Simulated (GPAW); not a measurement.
Crystal: Ti.

```
Ti
1.0
     2.95000    0.00000    0.00000
    -1.47500    2.55477    0.00000
     0.00000    0.00000    4.68000
Ti
2
Direct
  0.66667 0.33333 0.75000
  0.33333 0.66667 0.25000
```

- Program: GPAW 26.7.0
- Task: relaxation of cell and atoms
- Functional: PBEsol
- Potentials or basis: PAW data sets generated in the run's folder for this functional
- Cutoff: 600 eV
- Basis: pw
- k mesh: 8 × 8 × 4
- Occupations: fermi-dirac, width 0.05 eV
- Spin: no spin polarisation

At the start: pressure -6.4 GPa; volume 17.64 Å³/atom.

How do energy, volume and symmetry change on relaxing?

Over 7 steps the energy falls by 16.0 meV/atom and the volume is 16.65 Å³/atom (-5.6 %); space group P6_3/mmc (No. 194, to 0.05 Å).

The path:
| step | energy change (eV) | largest force (eV/Å) | pressure (GPa) | volume (Å³) |
| --- | --- | --- | --- | --- |
| 1 | 0.0000 | 0.0000 | -6.41 | 35.27 |
| 2 | -0.0159 | 0.0000 | -4.88 | 34.74 |
| 3 | -0.0309 | 0.0001 | 0.31 | 33.20 |
| 4 | -0.0314 | 0.0000 | 0.01 | 33.28 |
| 5 | -0.0316 | 0.0000 | -0.05 | 33.29 |
| 6 | -0.0320 | 0.0000 | -0.11 | 33.31 |
| 7 | -0.0319 | 0.0000 | -0.05 | 33.30 |

Final structure:
```
CELL_PARAMETERS angstrom
2.90167 0.00000 0.00000
-1.45083 2.51292 0.00000
0.00000 0.00000 4.56626
ATOMIC_POSITIONS crystal
Ti 0.66667 0.33333 0.75000
Ti 0.33333 0.66667 0.25000
```

Caveat: later steps reuse the first step's grids.
